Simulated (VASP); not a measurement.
# Y (P6_3/mmc) in VASP: further runs, part 2 of 2

VASP 6.6.1. Earlier steps stand in the parts before.

## (3) Electrostatic potential, revPBE+D3(BJ)

This run uses another cell than the first one, of 31.19 Å³/atom, 0.989 times its volume.

INCAR

```
ALGO     = Normal         # electronic algorithm
EDIFF    = 1E-6           # SCF threshold, eV
ENCUT    = 520            # plane-wave cutoff, eV
GGA      = RE             # functional
ISIF     = 2              # what is computed and relaxed
ISMEAR   = 1              # smearing method
IVDW     = 12             # dispersion correction
LASPH    = T              # aspherical terms in the spheres
LCHARG   = T              # write CHGCAR
LREAL    = F              # projectors in reciprocal space
LVHAR    = T            
LWAVE    = F              # write WAVECAR
NELM     = 100            # most SCF steps
PREC     = Accurate       # precision mode
SIGMA    = 0.1            # smearing width, eV
```

KPOINTS

```
k-points
0
Gamma
  14 14 8
```

POSCAR

```
Y                                       
1.0
    3.5953417513      0.0000000000      0.0000000000
   -1.7976708756      3.1136572883     -0.0000000000
    0.0000000000     -0.0000000000      5.5714951270
  Y             
     2
Direct
     0.3333333300000021    0.6666666699999979    0.2500000000000000
     0.6666666699999979    0.3333333300000021    0.7500000000000000
```

Potentials or basis: VASP PAW PBE potentials, release 64 (Y_sv).

Run with:

```
$ cat potpaw_PBE.64/Y_sv/POTCAR > POTCAR
$ mpirun -np 1 vasp_std > vasp.out
```

OUTCAR:

```text
EDIFF = 1E-6
   ENCUT = 520
   GGA = RE
   ISIF = 2
   ISMEAR = 1
   IVDW = 12
   LASPH = T
   LREAL = F
   NELM = 100
   PREC = Accurate
 IVDW          = 12

 ion  position               nearest neighbor table
   1  0.333  0.667  0.250-   2 3.47   2 3.47   2 3.47   2 3.47   2 3.47   2 3.47
   2  0.667  0.333  0.750-   1 3.47   1 3.47   1 3.47   1 3.47   1 3.47   1 3.47

  LATTYP: Found a hexagonal cell.
 ALAT       =     3.5953417513
 C/A-ratio  =     1.5496427078

  Lattice vectors:

 A1 = (   3.5953417513,   0.0000000000,   0.0000000000)
 A2 = (  -1.7976708756,   3.1136572883,   0.0000000000)
 A3 = (   0.0000000000,   0.0000000000,   5.5714951270)

Analysis of symmetry for initial positions (statically):
=====================================================================
 Subroutine PRICEL returns:
 Original cell was already a primitive cell.

 Routine SETGRP: Setting up the symmetry group for a
 hexagonal supercell.

 Subroutine GETGRP returns: Found 24 space group operations
 (whereof 12 operations were pure point group operations)
 out of a pool of 24 trial point group operations.

The static configuration has the point symmetry D_3d.
 The point group associated with its full space group is D_6h.

Analysis of symmetry for dynamics (positions and initial velocities):
=====================================================================
 Subroutine PRICEL returns:
 Original cell was already a primitive cell.

 Routine SETGRP: Setting up the symmetry group for a
 hexagonal supercell.

 Subroutine GETGRP returns: Found 24 space group operations
 (whereof 12 operations were pure point group operations)
 out of a pool of 24 trial point group operations.

The dynamic configuration has the point symmetry D_3d.
 The point group associated with its full space group is D_6h.

 Subroutine INISYM returns: Found 24 space group operations
 (whereof 12 operations are pure point group operations),
 and found     1 'primitive' translations

[... 124 lines left out ...]
   LRPA    =     F    only Hartree local field effects (RPA)
 non-spin polarized calculation
 Methfessel and Paxton  Order N= 1 SIGMA  =   0.10
  energy-cutoff  :      520.00
  volume of cell :       62.37
 maximum number of plane-waves:      1707
 NGX is ok and might be reduce to    28
   NGX = 13   NGY = 13   NGZ = 21

 number of electron      22.0000002 magnetization

 Free energy of the ion-electron system (eV)
  ---------------------------------------------------
  ext. energy  EPLUGINS =         0.00000000
  ---------------------------------------------------
  free energy    TOTEN  =       -12.29377499 eV

  energy without entropy =      -12.29589103  energy(sigma->0) =      -12.29448034

 E-fermi :   3.3158     XC(G=0):  -9.5620

 val. band max:        3.3143397322   @ k =   0.3571   0.0714   0.1250
 cond. band min:       3.3173706550   @ k =   0.4286  -0.0000   0.2500
 fundamental gap:      0.0030309228
 Fermi energy:         3.3157607990

 k-point     1 :       0.0000    0.0000    0.0000
  band No.  band energies     occupation
      1     -39.2649      2.00000
      2     -39.1694      2.00000
      3     -19.6126      2.00000
      4     -19.0522      2.00000
      5     -19.0522      2.00000
      6     -18.9418      2.00000
      7     -18.9418      2.00000
      8     -18.8942      2.00000
      9      -1.4313      2.00000
     10       1.4161      2.00000
     11       4.4423     -0.00000
     12       5.1149     -0.00000
     13       5.1149     -0.00000
     14       5.5464      0.00000
[... 401 lines left out ...]
      2     -39.1669      2.00000
      3     -19.4117      2.00000
      4     -19.2945      2.00000
      5     -19.2924      2.00000
      6     -19.2206      2.00000
      7     -19.1626      2.00000
      8     -19.1551      2.00000
      9       2.4900      2.00000
     10       2.5196      2.00000
     11       2.7606      2.00000
     12       2.8360      2.00000
     13       4.4422     -0.00000
     14       4.5487     -0.00000
     15       5.7980      0.00000

 [... further k-points ...]

------------------------ aborting loop because EDIFF is reached ----------------------------------------

 Edisp (eV)   -1.24091

 E8    (eV) :    -0.9397

  FORCE on cell =-STRESS in cart. coord.  units (eV):
  Direction    XX          YY          ZZ          XY          YZ          ZX
  --------------------------------------------------------------------------------------
  -------------------------------------------------------------------------------------
  Total      -0.00744    -0.00744    -0.00016    -0.00000     0.00000    -0.00000
  in kB      -0.19112    -0.19112    -0.00421    -0.00000     0.00000    -0.00000
  external pressure =       -0.13 kB  Pullay stress =        0.00 kB

 VOLUME and BASIS-vectors are now :
 -----------------------------------------------------------------------------
  energy-cutoff  :      520.00
  volume of cell :       62.37
      direct lattice vectors                 reciprocal lattice vectors
     3.595341751  0.000000000  0.000000000     0.278137676  0.160582862  0.000000000
    -1.797670876  3.113657288  0.000000000     0.000000000  0.321165725  0.000000000
     0.000000000  0.000000000  5.571495127     0.000000000  0.000000000  0.179485035

 POSITION                                       TOTAL-FORCE (eV/Angst)
 -----------------------------------------------------------------------------------
     -0.00000      2.07577      1.39287        -0.000000      0.000000      0.000000
      1.79767      1.03789      4.17862         0.000000      0.000000      0.000000
 -----------------------------------------------------------------------------------
    total drift:                               -0.000004      0.000003     -0.000000

  FREE ENERGIE OF THE ION-ELECTRON SYSTEM (eV)
  ---------------------------------------------------
  free  energy   TOTEN  =       -13.5346886717 eV

  energy  without entropy=      -13.5368047123  energy(sigma->0) =      -13.53539402
```

OSZICAR:

```text
N       E                     dE             d eps       ncg     rms          rms(c)
DAV:   1     0.902223569037E+02    0.90222E+02   -0.11712E+04  3600   0.140E+03
DAV:   2    -0.525699620257E+01   -0.95479E+02   -0.94607E+02  4496   0.292E+02
DAV:   3    -0.124647678616E+02   -0.72078E+01   -0.71371E+01  6814   0.480E+01
DAV:   4    -0.126102230578E+02   -0.14546E+00   -0.14532E+00  3944   0.774E+00
DAV:   5    -0.126152389024E+02   -0.50158E-02   -0.50152E-02  5362   0.998E-01    0.338E+01
DAV:   6    -0.123358656085E+02    0.27937E+00   -0.40411E-01  3614   0.474E+00    0.209E+01
DAV:   7    -0.123035830953E+02    0.32283E-01   -0.80606E-01  4560   0.624E+00    0.192E+00
DAV:   8    -0.122949479708E+02    0.86351E-02   -0.17441E-01  4342   0.271E+00    0.140E+00
DAV:   9    -0.122936435669E+02    0.13044E-02   -0.42786E-03  4957   0.469E-01    0.438E-01
DAV:  10    -0.122939132007E+02   -0.26963E-03   -0.25107E-03  3740   0.523E-01    0.442E-01
DAV:  11    -0.122937815519E+02    0.13165E-03   -0.23094E-04  4140   0.157E-01    0.684E-02
DAV:  12    -0.122937719523E+02    0.95996E-05   -0.40349E-05  4063   0.629E-02    0.163E-02
DAV:  13    -0.122937748662E+02   -0.29139E-05   -0.58281E-06  4016   0.238E-02    0.226E-03
DAV:  14    -0.122937749898E+02   -0.12368E-06   -0.13130E-07  2325   0.294E-03
   1 F= -.13534689E+02 E0= -.13535394E+02  d E =0.211604E-02
```

stdout:

```text
POSCAR found type information on POSCAR Y
 POSCAR found :  1 types and       2 ions
 scaLAPACK will be used
 -----------------------------------------------------------------------------
|                                                                             |
|                                                                             |
|     You enforced a specific xc type in the INCAR file but a different       |
|     I HOPE YOU KNOW WHAT YOU ARE DOING!                                     |
|                                                                             |
 -----------------------------------------------------------------------------

 LDA part: xc-table for (Slater+PW92), standard interpolation
 POSCAR, INCAR and KPOINTS ok, starting setup
 FFT: planning ... GRIDC
 FFT: planning ... GRID_SOFT
 FFT: planning ... GRID
 WAVECAR not read
 entering main loop
```

It took 44 s on 1 thread of Intel Xeon 6975P-C (Granite Rapids), shared host; peak memory 0.27 GiB.

Results:

| Quantity | Value |
| --- | --- |
| Free energy | -13.5347 eV |
| Pressure | 0.0 GPa |
| Band gap on the k mesh | none (metal or under the smearing width) |
| Dispersion energy per atom | -0.620 eV |

Caveat: the PAW data sets were made with another functional, which shifts forces and pressure a little; pairwise dispersion overbinds metals, which lowers pressure and volume.
